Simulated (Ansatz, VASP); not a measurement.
This is a calculation of As for VASP 6.6.1.

Contents of INCAR:

```
SYSTEM = As
PREC = Accurate ; ENCUT = 520
EDIFF = 1E-7 ; ISMEAR = -1
SIGMA = 0.05 ; LREAL = .FALSE.
LASPH = .TRUE. ; NELM = 60
ALGO = Normal ; ISIF = 2
LWAVE = .FALSE. ; LCHARG = .FALSE.
GGA = PS ; NBANDS = 8
```

File KPOINTS:

```
Automatic mesh
0
G
  10 10 10
  0 0 0
```

The input POSCAR:

```
As
1.0
    2.7392605843      0.0000000000      0.0000000000
    0.0000000000      2.7392605843      0.0000000000
    0.0000000000      0.0000000000      2.7392605843
As
1
Direct
    0.5000000000      0.5000000000      0.5000000000
```

Potentials or basis: VASP PAW PBE potentials, release 64 (As).

Run with:

```sh
$ cat potpaw_PBE.64/As/POTCAR > POTCAR
$ mpirun -np 1 vasp_std > vasp.out
```

Task: Set up the same calculation for Ansatz 0.2.0. Potentials there: all-electron LAPW, scalar-relativistic.

Result: As run (the cutoff follows the program's own potentials):

The input input.yaml:

```yaml
crystal:
  lattice:
    - [2.7392605843, 0.0, 0.0]
    - [0.0, 2.7392605843, 0.0]
    - [0.0, 0.0, 2.7392605843]
  atoms:
    - { symbol: As, position: [0.5, 0.5, 0.5] }
kpoints:
  mp_grid: { grid: [10, 10, 10] }
scf:
  occupations: { method: fermi_dirac, width: 0.05 }
hamiltonian:
  xc: pbesol
  pseudopotentials: { kind: all_electron, lapw: { basis_error: 0.0005 } }
output:
  forces: true
  stress: true
  eigenvalues: true
```

Potentials or basis: all-electron LAPW, scalar-relativistic.

Run with:

```console
$ ansatz run input.yaml --threads 1 --pin off --max-ram 3072MiB --backend cpu --events-out ev --progress --plain --runs-dir out
```

Both were run:

|  | VASP | Ansatz | Ansatz less VASP |
| --- | --- | --- | --- |
| gap on the k mesh at the Fermi level (eV) | none | none | - |
| pressure (GPa) | -4.4 | -4.6 | -0.23 |

A gap of «none» marks a metal or a gap that the smearing closes. Ansatz ran all-electron here, so the differences hold the error of VASP's frozen core and of both bases.

Caveats: the PAW data sets were made with another functional, which shifts forces and pressure a little (VASP).
